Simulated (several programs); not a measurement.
## In2O3 (corundum) from semi-empirical methods to plane-wave DFT

In2O3 in the corundum structure, relaxed with r2SCAN in Ansatz, was computed with several methods. Space group R-3c (No. 167), trigonal; conventional cell a = 5.508 Å, c = 14.563 Å, 12.75 Å³ an atom. Around In lie 6 O at 2.13–2.26 Å; around O lie 4 In at 2.13–2.26 Å. The values are computed, spin-unpolarised, and not measurements.

```cif
data_structure
_symmetry_space_group_name_H-M 'R-3c:H'
_symmetry_Int_Tables_number 167
_cell_length_a 5.5076
_cell_length_b 5.5076
_cell_length_c 14.5630
_cell_angle_alpha 90.000
_cell_angle_beta 90.000
_cell_angle_gamma 120.000
_cell_volume 382.57
loop_
_atom_site_label
_atom_site_type_symbol
_atom_site_symmetry_multiplicity
_atom_site_Wyckoff_symbol
_atom_site_fract_x
_atom_site_fract_y
_atom_site_fract_z
_atom_site_occupancy
In1 In 12 c 0.66667 0.33333 0.19037 1
O1 O 18 e 0.37005 0.33333 0.08333 1
```

Gaps and times are for a single point on this cell; volume and bulk modulus come from each method's own relaxation or energy curve at fixed shape, which is too stiff where a cell has free coordinates or axes. Times are rough, from shared hosts (Arm Neoverse V2; NVIDIA H100 80GB HBM3), and each method has its own mesh and cell size. A dagger marks a closed or tiny gap in a crystal that DFT finds insulating: a failure of the method or a wrong SCF state. A double dagger marks a value from a curve with shape and coordinates held. A star marks a curve whose lowest point is an end point. PM6 (MOPAC), PM7 (MOPAC), GFN2-xTB (tblite) treat a cluster of cells at its zone centre, which samples few k points: where these miss a band edge, the gap comes out too large for that reason alone. Gaps from k meshes are read at a limited set of points (mesh, symmetry points, PBE's band edges), so each method's own least gap may be somewhat smaller. xTB and the PM methods were fitted mostly to molecules, and can miss a solid's gap by electronvolts. Minimal bases can be far off for gaps. Times of the plane-wave ladder aren't listed, since it ran on unlike processors and cards. GLLB-SC's gap includes the derivative discontinuity. d marks a direct gap, i an indirect one (no mark: not told apart), a dash a value that wasn't computed or didn't pass its checks.

```json
{"method": "PBEsol", "kind": "semilocal", "gap (eV)": "–", "own volume (Å³/atom)": "12.75", "bulk modulus (GPa)": "–", "atoms computed": "10", "processor time": "–"}
{"method": "light PBE (260 eV and a coarse mesh)", "kind": "light plane-wave", "gap (eV)": "1.09 i", "own volume (Å³/atom)": "–", "bulk modulus (GPa)": "–", "atoms computed": "10", "processor time": "1.9 s"}
{"method": "PM7 (MOPAC)", "kind": "semi-empirical", "gap (eV)": "9.25", "own volume (Å³/atom)": "–", "bulk modulus (GPa)": "–", "atoms computed": "cluster", "processor time": "5.5 s"}
{"method": "PM6 (MOPAC)", "kind": "semi-empirical", "gap (eV)": "9.64", "own volume (Å³/atom)": "–", "bulk modulus (GPa)": "–", "atoms computed": "cluster", "processor time": "6.2 s"}
{"method": "GFN2-xTB (tblite)", "kind": "tight binding", "gap (eV)": "0.06†", "own volume (Å³/atom)": "12.02‡", "bulk modulus (GPa)": "106‡", "atoms computed": "cluster", "processor time": "13 s"}
{"method": "PBE", "kind": "semilocal", "gap (eV)": "1.22 i", "own volume (Å³/atom)": "13.24", "bulk modulus (GPa)": "154‡", "atoms computed": "10", "processor time": "–"}
{"method": "LDA", "kind": "semilocal", "gap (eV)": "1.10 i", "own volume (Å³/atom)": "12.38", "bulk modulus (GPa)": "–", "atoms computed": "10", "processor time": "–"}
{"method": "PBE/SZV (CP2K)", "kind": "small basis", "gap (eV)": "0.63 i", "own volume (Å³/atom)": "14.24*‡", "bulk modulus (GPa)": "132*‡", "atoms computed": "10", "processor time": "28 s"}
{"method": "r2SCAN", "kind": "semilocal", "gap (eV)": "1.80 i", "own volume (Å³/atom)": "12.75", "bulk modulus (GPa)": "181‡", "atoms computed": "10", "processor time": "–"}
{"method": "PBE0", "kind": "hybrid", "gap (eV)": "3.42 i", "own volume (Å³/atom)": "–", "bulk modulus (GPa)": "–", "atoms computed": "10", "processor time": "–"}
{"method": "HSE06", "kind": "hybrid", "gap (eV)": "2.73 i", "own volume (Å³/atom)": "–", "bulk modulus (GPa)": "–", "atoms computed": "10", "processor time": "–"}
{"method": "PBE/DZVP (CP2K)", "kind": "small basis", "gap (eV)": "1.15 i", "own volume (Å³/atom)": "13.45‡", "bulk modulus (GPa)": "154‡", "atoms computed": "10", "processor time": "100 s"}
{"method": "GLLB-SC (GPAW)", "kind": "model potential", "gap (eV)": "2.78", "own volume (Å³/atom)": "–", "bulk modulus (GPa)": "–", "atoms computed": "10", "processor time": "2.6 min"}
{"method": "PBE+SOC", "kind": "semilocal", "gap (eV)": "1.22 i", "own volume (Å³/atom)": "–", "bulk modulus (GPa)": "–", "atoms computed": "10", "processor time": "–"}
{"method": "LC-ωPBE", "kind": "hybrid", "gap (eV)": "8.08 d", "own volume (Å³/atom)": "–", "bulk modulus (GPa)": "–", "atoms computed": "10", "processor time": "–"}
{"method": "DDH-PBE0", "kind": "hybrid", "gap (eV)": "2.95 i", "own volume (Å³/atom)": "–", "bulk modulus (GPa)": "–", "atoms computed": "10", "processor time": "–"}
```

Against HSE06 (2.73 eV) and with closed or daggered gaps left aside, the nearest gap at the points sampled is that of GLLB-SC (GPAW) (+0.05 eV) and the farthest that of PM6 (MOPAC) (+6.91 eV). HSE06 is only a yardstick of convenience, and nearness to it can be luck.

Volumes against r2SCAN's: PBEsol 0.0 %, PBE +3.8 %, LDA -2.9 %.

Runs without a result: GFN1-xTB (tblite) (single point).

Only the rows marked +SOC include spin-orbit coupling.
